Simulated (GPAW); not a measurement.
# Sb (Fm-3m) in GPAW: convergence with smearing width (eV)

Aim: find how far smearing width (eV) must go before the results for Sb settle, at LDA. This setting moves, with any that are tied to it; all else stays.

Everything below comes from runs of GPAW 26.7.0. Logs are shortened: lines on timing, memory, paths and dates and some standing lists are left out, and cuts for length are marked. The log counts tension as positive stress, the text compression.

### 1 The structure

It takes space group Fm-3m (No. 225, cubic). The conventional cell has a = 4.742 Å, b = 4.742 Å, c = 4.742 Å, α = 90.00°, β = 90.00°, γ = 90.00°. Around Sb (site symmetry m-3m) lie 12 Sb at 3.35 Å.

This isn't the form of Sb at room conditions, which is rhombohedral.

### 2 With smearing width (eV) 0.5

File run.py:

```python
from ase.dft.bandgap import bandgap
from ase.io import read, write
from ase.units import GPa
from gpaw import GPAW, PW

atoms = read('Sb.xyz')

calc = GPAW(mode=PW(600),
            xc='LDA',
            kpts={'size': (10, 10, 10), 'gamma': True},
            occupations={'name': 'fermi-dirac', 'width': 0.5},
            nbands=15,
            convergence={'density': 1e-05, 'energy': 1e-05},
            maxiter=100,
            txt='gpaw.txt')
atoms.calc = calc
energy = atoms.get_potential_energy()
forces = atoms.get_forces()
stress = atoms.get_stress()
calc.write('gs.gpw')
write('result.traj', atoms)
print(f'Energy: {energy:.6f} eV')
print('Forces (eV/A):')
print(forces.round(4))
print('Stress (GPa):', (stress / GPa).round(3))
print('Fermi level:', round(calc.get_fermi_level(), 4), 'eV')
print(f'Gap: {bandgap(calc)[0]:.4f} eV, direct: {bandgap(calc, direct=True)[0]:.4f} eV')
```

File Sb.xyz:

```xyz
1
Lattice="0.0000000000 2.3712425216 2.3712425216 2.3712425216 0.0000000000 2.3712425216 2.3712425216 2.3712425216 0.0000000000" Properties=species:S:1:pos:R:3 pbc="T T T"
Sb     0.0000000000      0.0000000000      0.0000000000
```

Potentials or basis: the program's PAW data sets (release 1.2.1) made for this functional, pw.

Run with:

```console
$ OMP_NUM_THREADS=1 python run.py
```

gpaw.txt:

```text
__  _  _
 | _ |_)|_||  |
 |__||  | ||/\| - 26.7.0

Input parameters:
  mode=PW(ecut=600.0),
  convergence={'density': 1e-05, 'energy': 1e-05},
  kpts=MonkhorstPack(size=(10, 10, 10), gamma=True),
  maxiter=100,
  nbands=15,
  occupations=Occupations(name='fermi-dirac', width=0.5),
  xc=XC(name='LDA')

Diagonalizing LCAO Hamiltonian
Converting LCAO to pw mode

       Sb

Atoms  # Å, Bohr magnetons
|   | symbol |        x |        y |        z |    initial magnetic moments |
|---|--------|----------|----------|----------|-----------------------------|
| 0 |     Sb | 0.000000 | 0.000000 | 0.000000 | ( 0.0000,  0.0000,  0.0000) |

Unit cell  # Å
| periodic |        x |        y |        z |  lengths |    angles |
|----------|----------|----------|----------|----------|-----------|
|      yes | 0.000000 | 2.371243 | 2.371243 | 3.353443 | 60.000000 |
|      yes | 2.371243 | 0.000000 | 2.371243 | 3.353443 | 60.000000 |
|      yes | 2.371243 | 2.371243 | 0.000000 | 3.353443 | 60.000000 |

Number of symmetries: 48
Symmetry operations  # r_c * U_cc + t_c -> r_c
|    | kind |            matrix            |
|----|------|------------------------------|
|  0 |  σ   |  1, 0, 0,  1, 0,-1,  1,-1, 0 |
|  1 |  C2  |  1, 0, 0,  1,-1, 0,  1, 0,-1 |
|  2 |  E   |  1, 0, 0,  0, 1, 0,  0, 0, 1 |
|  3 |  σ   |  1, 0, 0,  0, 0, 1,  0, 1, 0 |
|  4 |  C4  |  1, 0,-1,  1, 0, 0,  1,-1, 0 |
|  5 |  S6  |  1, 0,-1,  1,-1, 0,  1, 0, 0 |
|  6 |  σ   |  1, 0,-1,  0, 1,-1,  0, 0,-1 |
|  7 |  C3  |  1, 0,-1,  0, 0,-1,  0, 1,-1 |
|  8 |  S6  |  1,-1, 0,  1, 0, 0,  1, 0,-1 |
|  9 |  C4  |  1,-1, 0,  1, 0,-1,  1, 0, 0 |
| 10 |  C3  |  1,-1, 0,  0,-1, 1,  0,-1, 0 |
| 11 |  σ   |  1,-1, 0,  0,-1, 0,  0,-1, 1 |
| 12 |  σ   |  0, 1, 0,  1, 0, 0,  0, 0, 1 |
| 13 |  C4  |  0, 1, 0,  0, 1,-1, -1, 1, 0 |
| 14 |  C3  |  0, 1, 0,  0, 0, 1,  1, 0, 0 |
| 15 |  S6  |  0, 1, 0, -1, 1, 0,  0, 1,-1 |
| 16 |  C2  |  0, 1,-1,  1, 0,-1,  0, 0,-1 |
| 17 |  σ   |  0, 1,-1,  0, 1, 0, -1, 1, 0 |
| 18 |  S4  |  0, 1,-1,  0, 0,-1,  1, 0,-1 |
| 19 |  C4  |  0, 1,-1, -1, 1, 0,  0, 1, 0 |
| 20 |  C3  |  0, 0, 1,  1, 0, 0,  0, 1, 0 |
| 21 |  σ   |  0, 0, 1,  0, 1, 0,  1, 0, 0 |
[... 112 lines left out ...]
  Good broyden scale: 1.0
  Trust region scale: 1.0
  Backstep threshold: 4.0
  History deletion threshold: 6.0
  Fourier metric: weight=20.0, sigma=0.015

occupation numbers:
  Fermi-Dirac:
    width: 0.5000  # eV

poisson solver:
  ecut: 4800.0  # eV

xc functional:
  name: None

convergence criteria:
- Maximum integral of absolute [dens]ity change: 1e-05 electrons / valence electron
- Maximum [total energy] change in last 3 cyles: 1e-05 eV / valence electron
- Maximum integral of absolute [eigenst]ate change: 4e-08 eV^2 / valence electron
maximum number of iterations: 100

SCF iterations
|iter     | |      energy | eigst |  dens |
|---------|-|-------------|-------|-------|
|iter:   1| |   -4.825634 | +0.24 |       |
|iter:   2| |   -4.826847 | -2.20 | -1.89 |
|iter:   3| |   -4.817557 | -2.84 | -1.91 |
|iter:   4| |   -4.817551 | -4.43 | -2.58 |
|iter:   5| |   -4.817558c| -5.44 | -3.05 |
|iter:   6| |   -4.817562c| -6.58 | -3.90 |
|iter:   7| |   -4.817563c| -7.68c| -4.84 |
|iter:   8| |   -4.817563c| -7.99c| -5.24c|

Converged in 8 steps
Energy contributions relative to reference atoms: (reference = -176132.436306)

Energy contributions:
  Kinetic:          -1.285387
  Coulomb:           1.077736
  Zero:              0.179011
  External:          0.000000
  Xc:               -4.506198
  Entropy:          -0.565448
  Spinorbit:         0.000000
  ----------------------------
  Free energy:      -5.100287
  Extrapolated:     -4.817563

dipole moment: (-17.271685, -17.271685, -17.271685)  # |e|*Ang

Fermi level: 7.886
Eigenvalues  # (at kpt = [0.000, 0.000, 0.000])
| band index |      eig [eV] | occ [0-2] |
|------------|---------------|-----------|
|          0 |       -21.219 |     2.000 |
|          1 |       -21.219 |     2.000 |
|          2 |       -21.219 |     2.000 |
|          3 |       -21.179 |     2.000 |
|          4 |       -21.179 |     2.000 |
|          5 |        -5.075 |     2.000 |
|          6 |        13.216 |     0.000 |
|          7 |        13.216 |     0.000 |
|          8 |        13.216 |     0.000 |
|          9 |        18.365 |     0.000 |
|         10 |        18.572 |     0.000 |
|         11 |        18.572 |     0.000 |
|         12 |        18.572 |     0.000 |
|         13 |        20.015 |     0.000 |
|         14 |        23.378 |     0.000 |

No gap
No difference between direct/indirect transitions

Forces  # eV/Ang
|       x |        y |       z |
|---------|----------|---------|
| 0.00000 | -0.00000 | 0.00000 |  # Sb   0

Stress tensor  # eV/Ang^3
|        x |        y |        z |
|----------|----------|----------|
| 0.007107 | 0.000000 | 0.000000 |
| 0.000000 | 0.007107 | 0.000000 |
| 0.000000 | 0.000000 | 0.007107 |

# Writing to gs.gpw (mode='')
```

stdout:

```text
Energy: -4.817563 eV
Forces (eV/A):
[[ 0. -0.  0.]]
Stress (GPa): [1.139 1.139 1.139 0.    0.    0.   ]
Fermi level: 7.8855 eV
Gap: 0.0000 eV, direct: 0.0000 eV
```

Wall time 8.5 s (1 thread of Arm Neoverse V1, shared host); peak memory 0.14 GiB.

Results:

```yaml
Free_energy: -5.1003 eV
Pressure: -1.1 GPa
Band_gap_on_the_k_mesh: none (metal or under the smearing width)
```

### 3 With smearing width (eV) 0.3

Edit run.py of step 2 so:

```diff
@@ -10,3 +10,3 @@
             kpts={'size': (10, 10, 10), 'gamma': True},
-            occupations={'name': 'fermi-dirac', 'width': 0.5},
+            occupations={'name': 'fermi-dirac', 'width': 0.3},
             nbands=15,
```

Sb.xyz is that of step 2.

Potentials or basis: the program's PAW data sets (release 1.2.1) made for this functional, pw.

Run with:

```console
$ OMP_NUM_THREADS=1 python run.py
```

Wall time 8.7 s (1 thread of Arm Neoverse V1, shared host); peak memory 0.14 GiB.

What came out:

| Quantity | Value |
| --- | --- |
| Free energy | -4.9165 eV |
| Pressure | -2.1 GPa |
| Band gap on the k mesh | none (metal or under the smearing width) |

### 4 With smearing width (eV) 0.2

Edit run.py of step 3 so:

```diff
@@ -10,3 +10,3 @@
             kpts={'size': (10, 10, 10), 'gamma': True},
-            occupations={'name': 'fermi-dirac', 'width': 0.3},
+            occupations={'name': 'fermi-dirac', 'width': 0.2},
             nbands=15,
```

Sb.xyz is that of step 3.

Run with:

```console
$ OMP_NUM_THREADS=1 python run.py
```

It took 9 s on 1 thread of Arm Neoverse V1, shared host; peak memory 0.14 GiB.

It converged, with:

* Free energy: -4.8583 eV
* Pressure: -2.5 GPa
* Band gap on the k mesh: none (metal or under the smearing width)

### 5 With smearing width (eV) 0.15

Edit run.py of step 4 so:

```diff
@@ -10,3 +10,3 @@
             kpts={'size': (10, 10, 10), 'gamma': True},
-            occupations={'name': 'fermi-dirac', 'width': 0.2},
+            occupations={'name': 'fermi-dirac', 'width': 0.15},
             nbands=15,
```

Sb.xyz is that of step 4.

Run with:

```console
$ OMP_NUM_THREADS=1 python run.py
```

Wall time 8.8 s (1 thread of Arm Neoverse V1, shared host); peak memory 0.14 GiB.

Results (log left out):

| Quantity | Value |
| --- | --- |
| Free energy | -4.8382 eV |
| Pressure | -2.6 GPa |
| Band gap on the k mesh | none (metal or under the smearing width) |

### 6 With smearing width (eV) 0.1

Edit run.py of step 5 so:

```diff
@@ -10,3 +10,3 @@
             kpts={'size': (10, 10, 10), 'gamma': True},
-            occupations={'name': 'fermi-dirac', 'width': 0.15},
+            occupations={'name': 'fermi-dirac', 'width': 0.1},
             nbands=15,
```

Sb.xyz is that of step 5.

Potentials or basis: the program's PAW data sets (release 1.2.1) made for this functional, pw.

Run with:

```console
$ OMP_NUM_THREADS=1 python run.py
```

Wall time 9 s (1 thread of Arm Neoverse V1, shared host); peak memory 0.14 GiB.

It converged, with:

* Free energy: -4.8241 eV
* Pressure: -2.7 GPa
* Band gap on the k mesh: none (metal or under the smearing width)

### 7 With smearing width (eV) 0.05

Edit run.py of step 6 so:

```diff
@@ -10,3 +10,3 @@
             kpts={'size': (10, 10, 10), 'gamma': True},
-            occupations={'name': 'fermi-dirac', 'width': 0.1},
+            occupations={'name': 'fermi-dirac', 'width': 0.05},
             nbands=15,
```

Sb.xyz is that of step 6.

Run with:

```console
$ OMP_NUM_THREADS=1 python run.py
```

Run time: 8.8 s. Hardware: 1 thread of Arm Neoverse V1, shared host; peak memory 0.14 GiB.

The run converged. Its results:

```
Free energy            : -4.8154 eV
Pressure               : -2.6 GPa
Band gap on the k mesh : none (metal or under the smearing width)
```

### 8 With smearing width (eV) 0.025

Edit run.py of step 7 so:

```diff
@@ -10,3 +10,3 @@
             kpts={'size': (10, 10, 10), 'gamma': True},
-            occupations={'name': 'fermi-dirac', 'width': 0.05},
+            occupations={'name': 'fermi-dirac', 'width': 0.025},
             nbands=15,
```

Sb.xyz is that of step 7.

Run with:

```console
$ OMP_NUM_THREADS=1 python run.py
```

It took 8.6 s on 1 thread of Arm Neoverse V1, shared host; peak memory 0.14 GiB.

Results (log left out):

```
Free energy            : -4.8130 eV
Pressure               : -2.6 GPa
Band gap on the k mesh : none (metal or under the smearing width)
```

### 9 With smearing width (eV) 0.01

Edit run.py of step 8 so:

```diff
@@ -10,3 +10,3 @@
             kpts={'size': (10, 10, 10), 'gamma': True},
-            occupations={'name': 'fermi-dirac', 'width': 0.025},
+            occupations={'name': 'fermi-dirac', 'width': 0.01},
             nbands=15,
```

Sb.xyz is that of step 8.

Potentials or basis: the program's PAW data sets (release 1.2.1) made for this functional, pw.

Run with:

```console
$ OMP_NUM_THREADS=1 python run.py
```

It took 8.6 s on 1 thread of Arm Neoverse V1, shared host; peak memory 0.14 GiB.

It converged, with:

- Free energy: -4.8121 eV
- Pressure: -2.5 GPa
- Band gap on the k mesh: none (metal or under the smearing width)

### 10 Summary

```
smearing width (eV)  energy less the tightest run, at zero smearing (meV/atom)  pressure (GPa)  SCF cycles  CPU time (s)  peak memory (GiB)
                0.5                                                      -5.74           -1.14           8           8.5               0.14
                0.3                                                       0.25           -2.15           8           8.7               0.14
                0.2                                                      -0.19           -2.52           8             9               0.14
               0.15                                                      -0.89           -2.64           8           8.8               0.14
                0.1                                                      -1.09           -2.69           8             9               0.14
               0.05                                                      -0.48           -2.64           8           8.8               0.14
              0.025                                                      -0.25           -2.57           8           8.6               0.14
               0.01                                                       0.00           -2.55           8           8.6               0.14
```

Against the tightest run, the energy stays within 1 meV/atom from 0.05 on; the pressure stays within 0.1 GPa from 0.05 on. Narrower smearing needs a denser k mesh, so at a fixed mesh the narrowest width isn't the most accurate. The tightest run that finished is the yardstick and may itself not be fully converged.
